## Strain and the gap of zincblende AlN

Each row below is the same crystal after a small change of size or shape. Strain is a change of length in per cent, or of angle for shear. Hydrostatic strain changes all lengths alike. Epitaxial strain sets two lengths in a plane, as a substrate would, and lets the third one relax.

Zincblende AlN (a = 4.370 Å unstrained) in Ansatz 0.2.0: HSE06, plane-wave PAW, 420 eV cutoff, 8×8×8 k mesh, no spin polarisation, structures relaxed with r2SCAN. Changes and energy rise are relative to the unstrained cell. Shear is given as engineering angle; uniaxial strain holds the sides fixed, and epitaxial strain leaves the normal free to relax.

| strain kind | strain (%) | band gap (eV) | band gap change (eV) | least direct gap change (eV) | energy rise per atom (meV) |
| --- | --- | --- | --- | --- | --- |
| epitaxial xy | -4 | 4.309 | -0.243 | 0.257 | 32.8 |
| epitaxial xy | -3 | 4.376 | -0.176 | 0.192 | 17.6 |
| epitaxial xy | -2 | 4.439 | -0.113 | 0.129 | 7.3 |
| epitaxial xy | -1 | 4.498 | -0.055 | 0.064 | 1.6 |
| epitaxial xy | 1 | 4.426 | -0.127 | -0.147 | 2.3 |
| epitaxial xy | 2 | 4.310 | -0.242 | -0.287 | 8.0 |
| epitaxial xy | 3 | 4.206 | -0.347 | -0.421 | 16.8 |
| epitaxial xy | 4 | 4.114 | -0.438 | -0.546 | 28.4 |
| hydrostatic | -4 | 4.661 | 0.109 | 1.175 | 105.3 |
| hydrostatic | -3 | 4.637 | 0.085 | 0.911 | 56.6 |
| hydrostatic | -2 | 4.610 | 0.057 | 0.599 | 23.5 |
| hydrostatic | -1 | 4.582 | 0.030 | 0.296 | 5.0 |
| hydrostatic | 1 | 4.521 | -0.031 | -0.288 | 7.2 |
| hydrostatic | 2 | 4.489 | -0.063 | -0.568 | 25.8 |
| hydrostatic | 3 | 4.457 | -0.095 | -0.839 | 54.6 |
| hydrostatic | 4 | 4.424 | -0.129 | -1.104 | 93.1 |
| shear xy | -1.5 | 4.484 | -0.069 | -0.068 | 1.4 |
| uniaxial 111 | 4 | 4.386 | -0.166 | -0.529 | 25.0 |
| uniaxial x | 2.5 | 4.455 | -0.098 | -0.279 | 7.2 |
| uniaxial z | 1.5 | 4.493 | -0.059 | -0.167 | 2.8 |

### 1. Which gap feels a change of volume more?

The direct gap does, by roughly a factor of ten. A hydrostatic stretch of 1 % lowers it by 0.288 eV, but the band gap itself by only 0.031 eV. The difference lies in where the electron goes. The direct gap ends at Γ, where the wave has the same phase in every cell; the band gap is indirect and ends at X, where the phase alternates along one cubic axis.

Bonding theory explains part of why this matters. At Γ the lowest empty state is antibonding between the s orbitals of Al and N across all four bonds, so longer bonds bring it down quickly. At X the coupling of s with s cancels over the four neighbours by symmetry. That alone is not enough: s still couples with p there, and a picture with only s and p bonds would have the gap at X shrink with longer bonds too. The usual account adds that the X state spreads into the space between the atoms and takes some d character, which is expected to offset most of that fall; these runs do not test it. What they show is that a stretch of 1 % lowers the X edge by 0.326 eV and the valence top by 0.295 eV, so the distance between them hardly changes. The zero of that energy scale itself moves with volume, so only the difference has a meaning.

### 2. Can stretching make the gap direct?

Nearly, within this table. The direct gap starts 0.99 eV above the indirect one, and at +4 % hydrostatic strain only 0.02 eV is left. Continuing the last step puts the meeting point just past 4 %, a short extrapolation and not a computed row. An error of HSE06 in the spacing of the Γ and X edges would move that point.

On the compressed side one step is out of line. From −3 to −4 % the direct gap grows by 0.264 eV, after 0.312 eV in the step before. By then the gap at Γ has risen so far that the smallest direct gap is found at X instead.

### 3. Why does epitaxial strain lower the band gap for both signs?

Volume cannot be the main cause, because it changes sign with the strain. What both signs share is a loss of cubic symmetry. In the cubic crystal three valence levels coincide at the top, and three X valleys, one for each axis, coincide at the bottom of the conduction band. Epitaxial distortion separates each set, and the gap always runs from the highest valence level to the lowest valley.

The p shell of a free atom placed between two equal charges behaves similarly: one level moves one way, two move the other way, and one of these groups must end up on top. The analogy covers the valence splitting only, since an atom has neither valleys nor a bond length.

The calculation shows the valleys changing places. Under in-plane compression the lowest ones lie in the plane; under in-plane stretching the lowest one points along the normal. In both cases it is the shortened direction that wins. For the valence levels, theory offers a picture: shortening one axis turns the bonds away from it, so the p orbital along that axis bonds less well and rises.

### 4. Why is the fall steeper on the stretched side?

At +1 % the gap falls by 0.127 eV, at −1 % by only 0.055 eV. Apart from the effect of volume, the average of three split levels stays put to first order, so the single level moves twice as far as the pair. In-plane stretching shortens one axis, the normal, and brings the single level and the single valley to the gap. In-plane compression shortens two axes and brings the pairs.

The direct gap at Γ feels the splitting of the valence top but not that of the X valleys, so comparing the two gaps separates the parts. At +1 %, a linear model built this way assigns about 0.06 eV of the fall to the valence top, about 0.06 eV to the valleys and only 0.01 eV to volume. The computed band edges, compared with those under hydrostatic strain, give nearly the same two splitting parts.

### 5. Can one distortion predict another?

Yes, as long as both are small. The linear model of part 4 amounts to this rule:

gap change = volume part − rise of the top valence level − drop of the lowest valley.

The volume part comes from the hydrostatic rows at ±1 %, the splitting from the epitaxial row at +1 %. In that row the volume grows by 0.93 %, so the normal shrinks by 2 − 0.93 = 1.07 %. The normal and in-plane strains thus differ by 2.07 %, and splitting costs 0.057 + 0.061 = 0.118 eV.

Now stretch along x by 2.5 % with the sides held, a row not used to set the constants. Two axes are now the relatively short ones, so the pairs count, at half the shift:

- splitting: −0.118 × (2.5 / 2.07) / 2 = −0.071 eV
- volume: −0.01017 × 2.5 = −0.025 eV
- sum: −0.096 eV; computed: −0.098 eV

The printed output after this text compares the rule with every row, using a further constant for shear and for strain along 111. Rows that set the constants are no test of the rule.

### 6. What if the film could not relax along its normal?

At +1 % in the plane, the normal and in-plane strains would then differ by only 1 %, while the volume would grow by 2 %. The rule gives −0.118 / 2.07 − 0.0102 × 2 = −0.077 eV, instead of the computed −0.127 eV for the relaxed film. This is the model's answer, with no computed row behind it. Relaxation removes about half of the volume growth but doubles the distortion, and here distortion is what mainly narrows the gap.

### 7. How far can the numbers be trusted?

The linear rule serves for small distortions. At −4 % epitaxial strain it predicts a fall of 0.18 eV where the calculation gives 0.24 eV; at +4 % it predicts 0.52 eV against 0.44 eV. At +4 % the valence top stays at Γ and the rule misses the direct gap by less than 0.02 eV, so most of the miss lies in the X valley, which drops less than in proportion to the strain. Under in-plane compression, and slightly under hydrostatic compression, another assumption visibly fails: the valence top moves away from Γ.

That shift also makes the last digits uncertain in some rows. A finer search for the band edges lowered the gap by 0.013 eV at −2 % epitaxial strain. The uniaxial and shear rows, like the hydrostatic row at −3 %, had no such search. The uniaxial and shear gaps may be several meV too wide, so the agreement in part 5 should not be read more finely than that.

The gaps themselves are less certain than their changes, since HSE06 tends to make the gap of AlN too small. Spin–orbit coupling, left out here, would split the valence top by roughly 0.02 eV even without strain. The valence part of the fall should then start less steeply under very slight in-plane stretching. The crystal form matters too: AlN normally grows as wurtzite, whose gap is direct and whose top valence levels are split even without strain, so these coefficients should not be carried over to such films.

Printed output of the fit:

```
Linear model against the calculation:
           row  strain %  volume change %  model gap change eV  model less computed eV  model direct change eV  direct model less computed eV
  epitaxial xy        -4           -4.181              -0.1791                  0.0639                  0.2997                        0.04269
  epitaxial xy        -3           -3.068              -0.1369                 0.03906                  0.2172                        0.02523
  epitaxial xy        -2               -2             -0.09303                 0.01997                  0.1398                        0.01079
  epitaxial xy        -1          -0.9734             -0.04754                0.007458                 0.06694                       0.002942
  epitaxial xy         1           0.9255               -0.127                       0                  -0.147                              0
  epitaxial xy         2            1.792              -0.2567                -0.01472                 -0.2899                      -0.002911
  epitaxial xy         3            2.598              -0.3893                -0.04231                 -0.4285                      -0.007517
  epitaxial xy         4             3.34              -0.5248                -0.08683                 -0.5627                        -0.0167
   hydrostatic        -4              -12                0.122                   0.013                   1.168                         -0.007
   hydrostatic        -3               -9               0.0915                  0.0065                   0.876                         -0.035
   hydrostatic        -2               -6                0.061                   0.004                   0.584                         -0.015
   hydrostatic        -1               -3               0.0305                  0.0005                   0.292                         -0.004
   hydrostatic         1                3              -0.0305                  0.0005                  -0.292                         -0.004
   hydrostatic         2                6               -0.061                   0.002                  -0.584                         -0.016
   hydrostatic         3                9              -0.0915                  0.0035                  -0.876                         -0.037
   hydrostatic         4               12               -0.122                   0.007                  -1.168                         -0.064
      shear xy      -1.5                0               -0.069                       0                  -0.068                              0
  uniaxial 111         4                4              -0.1633                0.002667                 -0.5102                        0.01878
    uniaxial x       2.5              2.5             -0.09627                0.001728                 -0.2776                        0.00137
    uniaxial z       1.5              1.5             -0.05776                0.001237                 -0.1666                      0.0004223
Direct gap change per 1 % of volume, eV: -0.09733
Indirect gap change per 1 % of volume, eV: -0.01017
Ratio of direct to indirect volume slope: 9.574
Epitaxial +1 %, volume part of the gap change, eV: -0.009409
Epitaxial +1 %, part from the valence top, eV: -0.05692
Epitaxial +1 %, part from the X valleys, eV: -0.06067
Epitaxial +1 %, rise of valence top beyond volume effect from band edges, eV: 0.06044
Epitaxial +1 %, shift of lowest X valley beyond volume effect from band edges, eV: -0.05666
Unstrained direct gap less indirect gap, eV: 0.9949
Hydrostatic +4 %, direct gap less indirect gap, eV: 0.01914
Length strain where the two gaps would meet, extrapolated from +3 and +4 %, %: 4.082
Uniaxial 111, gap change if the single valence level rose instead of the pair, eV: -0.286
Epitaxial -2 %, lowering of the gap by the search beyond the mesh, eV: 0.01279
Direct gap step from hydrostatic -2 to -3 %, eV: 0.312
Direct gap step from hydrostatic -3 to -4 %, eV: 0.264
Energy at hydrostatic +1 % less that at -1 %, computed, meV an atom: 2.2
The same from residual tension and a cubic term taken from the 4 % rows, meV an atom: 2.169
```
